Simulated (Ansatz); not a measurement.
CaSe (CsCl type), relaxed with r2SCAN in Ansatz 0.2.0. Space group Pm-3m (No. 221), cubic; a = 3.635 Å in the conventional setting, 24.01 Å³ an atom. Ca has 8 Se at 3.15 Å; Se has 8 Ca at 3.15 Å.

The axes x, y and z are those of this cell:
```
Ca Se
1.0
     3.63478    0.00000    0.00000
     0.00000    3.63478    0.00000
     0.00000    0.00000    3.63478
Ca Se
1 1
Cartesian
  0.0000 0.0000 0.0000
  1.8174 1.8174 1.8174
```

Unstrained: PBE gives a direct gap of 0.771 eV at M. With r2SCAN the gap is 1.236 eV and direct, at M. The HSE06 gap is direct at M: 1.540 eV. Meshes: PBE 8×8×8, r2SCAN 8×8×8, HSE06 6×6×6. Strains are changes of length per length. After each strain the atoms were relaxed again with r2SCAN within the symmetry that the strain leaves, so tilts or polar shifts that break it weren't tested; points keep the names that they have in the unstrained zone. The cell comes from a prototype generator: it can be a known phase or a hypothetical one. Spin polarisation is off.

Q: Estimate what uniaxial -4.85 % along z, other directions held does to the gap.

A: PBE: the gap goes from 0.771 to 0.174 eV (-0.597 eV). r2SCAN: the gap goes from 1.236 to 0.614 eV (-0.622 eV). HSE06: the gap goes from 1.540 to 0.931 eV (-0.609 eV). The r2SCAN energy rises by 31.7 meV an atom.

Q: Estimate what epitaxial +5.91 % in the xy plane, free normal strain +0.47 % does to the gap.

A: PBE: the gap goes from 0.771 to 0.400 eV (-0.371 eV). r2SCAN: the gap goes from 1.236 to 0.842 eV (-0.394 eV). HSE06: the gap goes from 1.540 to 1.137 eV (-0.403 eV). The r2SCAN energy rises by 77.1 meV an atom.

Q: Estimate what isotropic +1.65 % on every length does to the gap.

A: PBE: the gap goes from 0.771 to 0.840 eV (+0.069 eV). r2SCAN: the gap goes from 1.236 to 1.305 eV (+0.069 eV). HSE06: the gap goes from 1.540 to 1.604 eV (+0.064 eV). The r2SCAN energy rises by 9.9 meV an atom.

Spin-orbit coupling is left out.

The meshes of the hybrids are coarse, so their gaps aren't converged to the digits shown.
